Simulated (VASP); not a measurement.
# CdTe (F-43m) in VASP: a series of runs, part 3 of 3

VASP 6.6.1. The steps go on from the part before.

## 5. Dielectric tensor, PBE

INCAR

```
  PREC = Normal
  ENCUT = 350
  EDIFF = 1E-8
  ISMEAR = 0
  SIGMA = 0.01
  LREAL = F
  LASPH = T
  NELM = 100
  ALGO = Normal
  ISIF = 2
  LWAVE = F
  LCHARG = F
  GGA = PE
  LEPSILON = T
```

KPOINTS

```
Automatic mesh
0
Gamma
  9 9 9
```

POSCAR

```
CdTe
1.0
    0.0000000000      3.2050000000      3.2050000000
    3.2050000000      0.0000000000      3.2050000000
    3.2050000000      3.2050000000      0.0000000000
Te Cd
1 1
Direct
    0.7500000000      0.7500000000      0.7500000000
    0.0000000000      0.0000000000      0.0000000000
```

Potentials or basis: VASP PAW PBE potentials, release 64 (Te, Cd).

The run is started by

```sh
$ cat potpaw_PBE.64/Te/POTCAR potpaw_PBE.64/Cd/POTCAR > POTCAR
$ mpirun -np 1 vasp_std > vasp.out
```

OUTCAR:

```text
PREC = Normal
   ENCUT = 350
   EDIFF = 1E-8
   ISMEAR = 0
   LREAL = F
   LASPH = T
   NELM = 100
   ISIF = 2
   GGA = PE
   LEPSILON = T

 Found     35 irreducible k-points:

 Following reciprocal coordinates:
            Coordinates               Weight
  0.000000  0.000000  0.000000      1.000000
  0.111111  0.000000  0.000000      8.000000
  0.222222  0.000000  0.000000      8.000000
  0.333333  0.000000  0.000000      8.000000
  0.444444  0.000000  0.000000      8.000000
  0.111111  0.111111  0.000000      6.000000
   k-points           NKPTS =     35   k-points in BZ     NKDIM =     35   number of bands    NBANDS=     13
   number of dos      NEDOS =    301   number of ions     NIONS =      2
   total plane-waves  NPLWV =  13824
   dimension x,y,z NGX =    24 NGY =   24 NGZ =   24
   dimension x,y,z NGXF=    48 NGYF=   48 NGZF=   48
   ions per type =               1   1
   NGX,Y,Z   is equivalent  to a cutoff of   8.80,  8.80,  8.80 a.u.
   NGXF,Y,Z  is equivalent  to a cutoff of  17.61, 17.61, 17.61 a.u.
 SYSTEM =  unknown system
   PREC   = normal    normal or accurate (medium, high low for compatibility)
   ISTART =      0    job   : 0-new  1-cont  2-samecut
   ICHARG =      2    charge: 1-file 2-atom 10-const
   ISPIN  =      1    spin polarized calculation?
   LNONCOLLINEAR =      F non collinear calculations
   LSORBIT =      F    spin-orbit coupling
   LASPH  =      T    aspherical Exc in radial PAW
   ENCUT  =  350.0 eV  25.72 Ry    5.07 a.u.   6.91  6.91  6.91*2*pi/ulx,y,z
   NELM   =    100;   NELMIN=  2; NELMDL= -5     # of ELM steps
   EDIFF  = 0.1E-07   stopping-criterion for ELM
   LREAL  =      F    real-space projection
   EDIFFG = 0.1E-06   stopping-criterion for IOM
   NSW    =      0    number of steps for IOM
   IBRION =     -1    ionic relax: 0-MD 1-quasi-New 2-CG
   NFREE  =      0    steps in history (QN), initial steepest desc. (CG)
   ISIF   =      2    stress and relaxation
   ISYM   =      2    0-nonsym 1-usesym 2-fastsym
   POTIM  = 0.5000    time-step for ionic-motion
   TEBEG  =    0.0;   TEEND  =   0.0 temperature during run
   PSTRESS=    0.0 pullay stress
   NELECT =      18.0000    total number of electrons
   NUPDOWN=      -1.0000    fix difference up-down
   EMIN   =  10.00;   EMAX   =-10.00  energy-range for DOS
   EFERMI =   0.00;   METHOD = LEGACY
   ISMEAR =     0;   SIGMA  =   0.01  broadening in eV -4-tet -1-fermi 0-gaus
   EFERMI_NEDOS =   21; number of points for ismear=-14 and -15
   IALGO  =     38    algorithm
   IMIX   =      4    mixing-type and parameters
     AMIX     =   0.40;   BMIX     =  1.00
     AMIX_MAG =   1.60;   BMIX_MAG =  1.00
  volume/ion in A,a.u.               =      32.92       222.17
  Fermi-wavevector in a.u.,A,eV,Ry     =   1.062497  2.007828 15.359610  1.128899
  Thomas-Fermi vector in A             =   2.197950
   LORBIT       =      0    0 simple, 1 ext, 2 COOP (PROOUT), +10 PAW based schemes
   GGA     = PE    functional components
   LHFCALC =     F    Hartree Fock is set to
   AEXX    =    0.0000 exact exchange contribution
   IVDW    =     0    specifies the selected vdW correction
   LEPSILON=     T    determine dielectric tensor
   LRPA    =     F    only Hartree local field effects (RPA)
 non-spin polarized calculation
 Gauss-broadening in eV      SIGMA  =   0.01
  energy-cutoff  :      350.00
  volume of cell :       65.84
[... 110 lines left out ...]
 [... further k-points ...]

  FORCE on cell =-STRESS in cart. coord.  units (eV):
  Direction    XX          YY          ZZ          XY          YZ          ZX
  --------------------------------------------------------------------------------------
  -------------------------------------------------------------------------------------
  Total        1.6760757      1.6760757      1.6760757      0.0000000      0.0000000      0.0000000
  in kB       40.7840274     40.7840274     40.7840274      0.0000000      0.0000000      0.0000000
  external PRESSURE =      40.7840274 kB  Pullay stress =       0.0000000 kB

 VOLUME and BASIS-vectors are now :
 -----------------------------------------------------------------------------
  energy-cutoff  :      350.00
  volume of cell :       65.84
      direct lattice vectors                 reciprocal lattice vectors
     0.000000000  3.205000000  3.205000000    -0.156006240  0.156006240  0.156006240
     3.205000000  0.000000000  3.205000000     0.156006240 -0.156006240  0.156006240
     3.205000000  3.205000000  0.000000000     0.156006240  0.156006240 -0.156006240

 POSITION                                       TOTAL-FORCE (eV/Angst)
 -----------------------------------------------------------------------------------
      4.80750      4.80750      4.80750         0.000000     -0.000000      0.000000
      0.00000      0.00000      0.00000        -0.000000      0.000000     -0.000000
 -----------------------------------------------------------------------------------
    total drift:                                0.000004      0.000004      0.000005

  FREE ENERGIE OF THE ION-ELECTRON SYSTEM (eV)
  ---------------------------------------------------
  free  energy   TOTEN  =        -4.7240634628 eV

  energy  without entropy=       -4.7240634628  energy(sigma->0) =       -4.72406346

 HEAD OF MICROSCOPIC STATIC DIELECTRIC TENSOR (INDEPENDENT PARTICLE, excluding Hartree and local field effects)
 ------------------------------------------------------
           9.741963     0.000000     0.000000
           0.000000     9.741963     0.000000
           0.000000     0.000000     9.741963
 ------------------------------------------------------

 Free energy of the ion-electron system (eV)
  ---------------------------------------------------
  ---------------------------------------------------
  free energy    TOTEN  =        -1.64229093 eV

  energy without entropy =       -1.64229093

------------------------ aborting loop because EDIFF is reached ----------------------------------------

--------------------------------------- Ionic step        2  -------------------------------------------

------------------------ aborting loop because EDIFF is reached ----------------------------------------

--------------------------------------- Ionic step        3  -------------------------------------------

 Free energy of the ion-electron system (eV)
  ---------------------------------------------------
  ---------------------------------------------------
  free energy    TOTEN  =        -1.64229200 eV

  energy without entropy =       -1.64229200

------------------------ aborting loop because EDIFF is reached ----------------------------------------

 PIEZOELECTRIC TENSOR FIELD DIRECTION 3  (e Angst)
 -----------------------------------------------------------------------------
    -0.00149  2.44992  0.00000           (  0.00000 -0.07147  0.00000)
     2.44992 -0.00149  0.00000           ( -0.07147  0.00000  0.00000)
     0.00000  0.00000 -0.00065           (  0.00000  0.00000  0.00000)

 PIEZOELECTRIC TENSOR FIELD DIRECTION 3  (C/m^2)
 -----------------------------------------------------------------------------
    -0.00036  0.59614  0.00000
     0.59614 -0.00036  0.00000
     0.00000  0.00000 -0.00016

 MACROSCOPIC STATIC DIELECTRIC TENSOR (including local field effects in DFT)
 ------------------------------------------------------
           9.356150     0.000000    -0.000000
          -0.000000     9.356150    -0.000000
          -0.000000     0.000000     9.356150
 ------------------------------------------------------

 PIEZOELECTRIC TENSOR (including local field effects)  for field in x, y, z        (e  Angst)
          XX          YY          ZZ          XY          YZ          ZX
  --------------------------------------------------------------------------------
  x    -0.00000     0.00000    -0.00000     0.00000     2.46869    -0.00000
  y    -0.00000     0.00000     0.00000     0.00000     0.00000     2.46869
  z     0.00000    -0.00000     0.00000     2.46869     0.00000     0.00000

 PIEZOELECTRIC TENSOR (including local field effects)  for field in x, y, z        (C/m^2)
          XX          YY          ZZ          XY          YZ          ZX
  --------------------------------------------------------------------------------
  x    -0.00000     0.00000    -0.00000     0.00000     0.60071    -0.00000
  y    -0.00000     0.00000     0.00000     0.00000     0.00000     0.60071
  z     0.00000    -0.00000     0.00000     0.60071     0.00000     0.00000

 BORN EFFECTIVE CHARGES (including local field effects) (in |e|, cummulative output)
 ---------------------------------------------------------------------------------
 ion    1
    1    -2.15705    -0.00000    -0.00000
    2     0.00000    -2.15705     0.00000
    3    -0.00000     0.00000    -2.15705
 ion    2
    1     2.15705     0.00000     0.00000
    2    -0.00000     2.15705    -0.00000
    3     0.00000    -0.00000     2.15705
```

OSZICAR:

```text
N       E                     dE             d eps       ncg     rms          rms(c)
[... 13 lines left out ...]
RMM:   6    -0.164011568902E+01   -0.36920E-02   -0.13462E-04  5277   0.704E-02    0.238E-02
RMM:   7    -0.164203086793E+01   -0.19152E-02   -0.44411E-05  5027   0.381E-02    0.542E-03
RMM:   8    -0.164222030207E+01   -0.18943E-03    0.56523E-07  5381   0.780E-03    0.150E-03
RMM:   9    -0.164228612067E+01   -0.65819E-04    0.56894E-06  4708   0.428E-03    0.341E-04
RMM:  10    -0.164229839500E+01   -0.12274E-04    0.22242E-06  5559   0.649E-04    0.163E-04
RMM:  11    -0.164229421876E+01    0.41762E-05    0.13410E-06  5076   0.336E-04    0.760E-05
RMM:  12    -0.164229221695E+01    0.20018E-05    0.21848E-07  3834   0.950E-05    0.265E-05
RMM:  13    -0.164229200147E+01    0.21548E-06    0.51457E-08  2519   0.563E-05    0.477E-06
```

stdout:

```text
POSCAR found type information on POSCAR TeCd
 POSCAR found :  2 types and       2 ions
 scaLAPACK will be used
 LDA part: xc-table for (Slater+PW92), standard interpolation
 POSCAR, INCAR and KPOINTS ok, starting setup
 FFT: planning ... GRIDC
 FFT: planning ... GRID_SOFT
 FFT: planning ... GRID
 WAVECAR not read
 entering main loop
 Linear response reoptimize wavefunctions to high precision
 Linear response G [H, r] |phi>, progress :
  Direction:   1
 Linear response G [H, r] |phi>, progress :
  Direction:   2
 Linear response G [H, r] |phi>, progress :
  Direction:   3
 Linear response to external field (no local field effect), progress :
  Direction:   1
 dielectric tensor                  component  1 :    11.020     4.620     1.218
 Linear response to external field (no local field effect), progress :
  Direction:   2
 dielectric tensor                  component  2 :     4.619    11.687    -1.693
 Linear response to external field (no local field effect), progress :
  Direction:   3
 dielectric tensor                  component  3 :     1.223    -1.694     6.519
 Linear response to external field, progress :
  Direction:   1
 dielectric tensor                  component  1 :     9.356     2.057     0.998
 Linear response to external field, progress :
  Direction:   2
 dielectric tensor                  component  2 :     1.979     9.356     0.764
 Linear response to external field, progress :
  Direction:   3
 dielectric tensor                  component  3 :     1.572     1.482     9.356
 Born effective charges drift removed
```

Wall time 2.1 min (1 thread of Intel Xeon Platinum 8488C (Sapphire Rapids), shared host); peak memory 0.27 GiB.

These settings aren't checked as converged: the numbers below hold their error.

Results:

```
Band gap on the k mesh                  : 0.87 eV, direct
Electronic dielectric tensor (diagonal) : 9.36
Born charges (mean of the diagonal)     : Te -2.16; Cd +2.16 e
```

Caveat: spin-orbit coupling is left out, which moves the levels of the heavy elements.

## 6. Dielectric tensor, PBE

Changes to INCAR since step 5:

```diff
@@ -1,2 +1,2 @@
-  PREC = Normal
+  PREC = Accurate
   ENCUT = 350
@@ -4,3 +4,3 @@
   ISMEAR = 0
-  SIGMA = 0.01
+  SIGMA = 0.1
   LREAL = F
```

KPOINTS is that of step 5.

POSCAR is that of step 5.

Potentials or basis: VASP PAW PBE potentials, release 64 (Te, Cd).

The run is started by

```sh
$ cat potpaw_PBE.64/Te/POTCAR potpaw_PBE.64/Cd/POTCAR > POTCAR
$ mpirun -np 1 vasp_std > vasp.out
```

OUTCAR:

```text
PREC = Accurate
   ENCUT = 350
   EDIFF = 1E-8
   ISMEAR = 0
   LREAL = F
   LASPH = T
   NELM = 100
   ISIF = 2
   GGA = PE
   LEPSILON = T

 Found     35 irreducible k-points:

 Following reciprocal coordinates:
            Coordinates               Weight
  0.000000  0.000000  0.000000      1.000000
  0.111111  0.000000  0.000000      8.000000
  0.222222  0.000000  0.000000      8.000000
  0.333333  0.000000  0.000000      8.000000
  0.444444  0.000000  0.000000      8.000000
  0.111111  0.111111  0.000000      6.000000
   k-points           NKPTS =     35   k-points in BZ     NKDIM =     35   number of bands    NBANDS=     13
   number of dos      NEDOS =    301   number of ions     NIONS =      2
   total plane-waves  NPLWV =  21952
   dimension x,y,z NGX =    28 NGY =   28 NGZ =   28
   dimension x,y,z NGXF=    56 NGYF=   56 NGZF=   56
   ions per type =               1   1
[... 234 lines left out ...]
 MACROSCOPIC STATIC DIELECTRIC TENSOR (including local field effects in DFT)
 ------------------------------------------------------
           9.356142    -0.000000    -0.000000
           0.000000     9.356142     0.000000
           0.000000     0.000000     9.356142
 ------------------------------------------------------

 PIEZOELECTRIC TENSOR (including local field effects)  for field in x, y, z        (e  Angst)
          XX          YY          ZZ          XY          YZ          ZX
  --------------------------------------------------------------------------------
  x    -0.00000     0.00000     0.00000     0.00000     2.46871     0.00000
  y    -0.00000     0.00000     0.00000     0.00000     0.00000     2.46871
  z     0.00000     0.00000     0.00000     2.46871     0.00000     0.00000

 PIEZOELECTRIC TENSOR (including local field effects)  for field in x, y, z        (C/m^2)
          XX          YY          ZZ          XY          YZ          ZX
  --------------------------------------------------------------------------------
  x    -0.00000     0.00000     0.00000     0.00000     0.60071     0.00000
  y    -0.00000     0.00000     0.00000     0.00000     0.00000     0.60071
  z     0.00000     0.00000     0.00000     0.60071     0.00000     0.00000

 BORN EFFECTIVE CHARGES (including local field effects) (in |e|, cummulative output)
 ---------------------------------------------------------------------------------
 ion    1
    1    -2.15707     0.00000     0.00000
    2     0.00000    -2.15707     0.00000
    3    -0.00000    -0.00000    -2.15707
 ion    2
    1     2.15707     0.00000     0.00000
    2     0.00000     2.15707     0.00000
    3     0.00000     0.00000     2.15707
```

stdout:

```text
POSCAR found type information on POSCAR TeCd
 POSCAR found :  2 types and       2 ions
 scaLAPACK will be used
 LDA part: xc-table for (Slater+PW92), standard interpolation
 POSCAR, INCAR and KPOINTS ok, starting setup
 FFT: planning ... GRIDC
 FFT: planning ... GRID_SOFT
 FFT: planning ... GRID
 WAVECAR not read
 entering main loop
 Linear response reoptimize wavefunctions to high precision
 Linear response G [H, r] |phi>, progress :
  Direction:   1
 Linear response G [H, r] |phi>, progress :
  Direction:   2
 Linear response G [H, r] |phi>, progress :
  Direction:   3
 Linear response to external field (no local field effect), progress :
  Direction:   1
 dielectric tensor                  component  1 :    11.020     4.620     1.218
 Linear response to external field (no local field effect), progress :
  Direction:   2
 dielectric tensor                  component  2 :     4.619    11.687    -1.693
 Linear response to external field (no local field effect), progress :
  Direction:   3
 dielectric tensor                  component  3 :     1.223    -1.694     6.519
 Linear response to external field, progress :
  Direction:   1
 dielectric tensor                  component  1 :     9.356     2.057     0.998
 Linear response to external field, progress :
  Direction:   2
 dielectric tensor                  component  2 :     1.979     9.356     0.764
 Linear response to external field, progress :
  Direction:   3
 dielectric tensor                  component  3 :     1.572     1.482     9.356
 Born effective charges drift removed
```

Run time: 3.5 min. Hardware: 1 thread of Intel Xeon Platinum 8488C (Sapphire Rapids), shared host; peak memory 0.28 GiB.

These settings aren't checked as converged: the numbers below hold their error.

What came out:

| Item | Value |
| --- | --- |
| Band gap on the k mesh | 0.87 eV, direct |
| Electronic dielectric tensor (diagonal) | 9.36 |
| Born charges (mean of the diagonal) | Te -2.16; Cd +2.16 e |

Caveat: spin-orbit coupling is left out, which moves the levels of the heavy elements.
